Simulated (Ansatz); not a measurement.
**Ca under changes of volume**

One of the cells (43.632 Å³/atom); the others are scaled copies at fixed shape and fractional positions:

```xyz
1
Lattice="0.0000 2.7942 2.7942 2.7942 0.0000 2.7942 2.7942 2.7942 0.0000" Properties=species:S:1:pos:R:3 pbc="T T T"
Ca    0.0000    0.0000    0.0000
```

- Program: Ansatz 0.2.0
- Functional: r2SCAN
- Potentials or basis: Ansatz PAW
- Cutoff: 500 eV (not typed: the program's choice for these potentials)
- k mesh: 8 × 8 × 8
- Occupations: fermi-dirac, width 0.05 eV
- Spin: no spin polarisation

```csv
volume (Å³/atom),energy over the lowest point (meV/atom),pressure (GPa)
41.014,?,?
41.886,1.93,0.6
42.759,0.00,0.2
43.632,0.07,-0.2
44.504,1.96,-0.5
45.377,5.53,-0.8
46.250,10.64,-1.1
```

What does the run at 41.014 Å³/atom give?

Energy over the lowest point 6.05 meV/atom; pressure 1.0 GPa.

Worked out: A Birch-Murnaghan fit of order 3 (a polynomial in V^(-2/3)) to the other rows has its minimum at 43.16 Å³/atom with B0 = V·E''(V) = 17.4 GPa and B' = 3.3. It gives 6.03 meV/atom at 41.014 Å³/atom, against the run's 6.05, and -dE/dV = 1.0 GPa, against 1.0.

Energies are extrapolated to zero smearing.

Caveats: the PAW data sets come from PBE, with cores solved anew for the run's functional, which leaves a small shift of forces and pressure.
